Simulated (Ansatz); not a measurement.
Free-standing chains of the atoms of Au, named by their start (strip: triangular double chain, ladder: square double chain); atoms and period are relaxed, and energies count from relaxed bulk Au (Fm-3m, 17.97 Å³/atom, gap on the mesh 0.00 eV).

Method: DFT PBE, scalar-relativistic, plane waves, PAW (Ansatz).

Settings: cutoff 420 eV, Γ-centred mesh 1×1×24 on the computed 1-atom cell, Gaussian smearing of 0.05 eV; collinear spin from starting moments 0.5 μB.

Start (linear chain):

```
CELL_PARAMETERS angstrom
9.00000 0.00000 0.00000
0.00000 9.30000 0.00000
0.00000 0.00000 2.64621
ATOMIC_POSITIONS crystal
Au 0.50000 0.50000 0.00000
```

Task: What does the relaxation give?

Result: The free energy falls by 16 meV/atom.

- excess energy (eV per host atom): 1.490
- period (Å): 2.581
- gap on the mesh (eV): 0
- highest filled level or Fermi level under vacuum (eV): 6.42
- size of the moment (μB per cell): 0.07

Relaxed structure:
```xyz
1
Lattice="9.0000 0.0000 0.0000 0.0000 9.3000 0.0000 0.0000 0.0000 2.5808" Properties=species:S:1:pos:R:3 pbc="T T T"
Au    4.5000    4.6500    0.0000
```

Spin-orbit coupling is left out, which matters for the bands of heavy elements.

Each run keeps its start's symmetry and one magnetic start, so lower states can exist.

Time: 17 s on 2 threads of Arm Neoverse V2 (shared host), peak memory 0.43 GiB.